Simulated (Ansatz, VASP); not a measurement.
## AgCl: VASP beside Ansatz

File INCAR:

```
SYSTEM = AgCl
ALGO = Normal
EDIFF = 1E-6
ENCUT = 520
GGA = PS
ISIF = 2
ISMEAR = -1
LASPH = .True.
LCHARG = .False.
LREAL = .False.
LWAVE = .False.
NBANDS = 16
NELM = 60
PREC = Accurate
SIGMA = 0.01
```

Contents of KPOINTS:

```
k-points
0
Gamma
  9 9 9
  0 0 0
```

POSCAR

```
AgCl
1.0
    0.0000000000      2.7731500000      2.8008815000
    2.7731500000      0.0000000000      2.8008815000
    2.7731500000      2.7731500000      0.0000000000
Ag Cl
1 1
Direct
    0.5000000000      0.5000000000      0.5000000000
    0.0000000000      0.0000000000      0.0000000000
```

Input for Ansatz:

```yaml
crystal:
  lattice:
    - [0.0, 2.77315, 2.8008815]
    - [2.77315, 0.0, 2.8008815]
    - [2.77315, 2.77315, 0.0]
  atoms:
    - { symbol: Ag, position: [0.5, 0.5, 0.5] }
    - { symbol: Cl, position: [0.0, 0.0, 0.0] }
kpoints:
  mp_grid: { grid: [9, 9, 9] }
  band_path:
    path:
      - [0.0, 0.0, 0.0]
      - [0.0, 0.5, 0.5]
      - [0.25, 0.75, 0.5]
      - [0.0, 0.5, 0.0]
      - [0.0, 0.0, 0.0]
      - [0.5, 0.5, 0.0]
      - [0.3725370062, 0.6274629938, 0.0]
      - [-0.3725370062, 0.3725370062, 0.0]
      - [0.0, 0.0, 0.0]
    npoints: 5
scf:
  occupations: { method: fermi_dirac, width: 0.01 }
hamiltonian:
  xc: pbesol
  pseudopotentials: { kind: all_electron, lapw: { basis_error: 0.0005 } }
output:
  forces: true
  stress: true
  eigenvalues: true
```

Change from the starting cell: zz strain of +1 %.

Alike in both runs: task single point; functional PBEsol; k mesh 9 × 9 × 9; occupations fermi-dirac, width 0.01 eV; no spin polarisation.

|  | VASP | Ansatz |
| --- | --- | --- |
| version | VASP 6.6.1 | Ansatz 0.2.0 |
| potentials or method | VASP PAW PBE potentials, release 64 (Ag, Cl) | all-electron LAPW, scalar-relativistic |
| plane-wave cutoff (eV) | 520 | see its input |

|  | VASP | Ansatz | Ansatz less VASP |
| --- | --- | --- | --- |
| gap on the k mesh at the Fermi level (eV) | 0.75 | 0.75 | +0.005 |
| pressure (GPa) | -3.1 | -3.0 | +0.10 |
| largest component of the traceless stress (GPa) | 0.07 | 0.07 | +0.004 |

Ansatz ran all-electron here, so the differences hold the error of VASP's frozen core and of both bases.

Caveats: the PAW data sets were made with another functional, which shifts forces and pressure a little (VASP); an odd mesh through Γ misses points on the zone boundary, where band edges often lie.
